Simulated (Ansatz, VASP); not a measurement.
## Ba in VASP and in Ansatz

INCAR

```
ALGO = Normal
EDIFF = 1E-6
ENCUT = 520
GGA = PE
ISIF = 2
ISMEAR = 1
ISPIN = 2
LASPH = True
LCHARG = False
LORBIT = 11
LREAL = False
LWAVE = False
MAGMOM = 0.5
NBANDS = 15
NELM = 150
PREC = Accurate
SIGMA = 0.05
```

File KPOINTS:

```
k-points
0
Gamma
  8 8 8
```

POSCAR

```
Ba
1.0
   -2.4726242257      2.4726242257      2.4726242257
    2.4726242257     -2.4726242257      2.4726242257
    2.4726242257      2.4726242257     -2.4726242257
Ba
1
Direct
    0.0000000000      0.0000000000      0.0000000000
```

File input.yaml:

```yaml
crystal:
  lattice:
    - [-2.4726242257, 2.4726242257, 2.4726242257]
    - [2.4726242257, -2.4726242257, 2.4726242257]
    - [2.4726242257, 2.4726242257, -2.4726242257]
  atoms:
    - { symbol: Ba, position: [0.0, 0.0, 0.0], spin: 0.5 }
kpoints:
  mp_grid: { grid: [8, 8, 8] }
scf:
  occupations: { method: cold, width: 0.05 }
hamiltonian:
  xc: pbe
  pseudopotentials:
    kind: all_electron
    lapw: { basis_error: 0.001 }
    relativity: none
magnetization:
  spin_polarized: true
output:
  forces: true
  stress: true
  eigenvalues: true
```

Change from the starting cell: volume scaled by 0.96.

Alike in both runs: task single point; functional PBE; k mesh 8 × 8 × 8; collinear spin.

```csv
,VASP,Ansatz
version,VASP 6.6.1,Ansatz 0.2.0
potentials or method,"VASP PAW PBE potentials, release 64 (Ba_sv)","all-electron LAPW, non-relativistic"
plane-wave cutoff (eV),520,see its input
occupations,"methfessel-paxton of order 1, width 0.05 eV","cold, width 0.05 eV"
```

```csv
,VASP,Ansatz,Ansatz less VASP
gap on the k mesh at the Fermi level (eV),none,none,-
pressure (GPa),0.5,0.2,-0.24
net moment per atom (μB),0.04,0.00,-0.042
```

A gap of «none» marks a metal or a gap that the smearing closes. Ansatz ran all-electron here, so the differences hold the error of VASP's frozen core and of both bases.

Caveats: relativity is left out, which matters for the heavier elements (Ansatz); the starting moments weren't kept (Ansatz). The runs have no spin-orbit coupling, so splittings on Ba are missing.
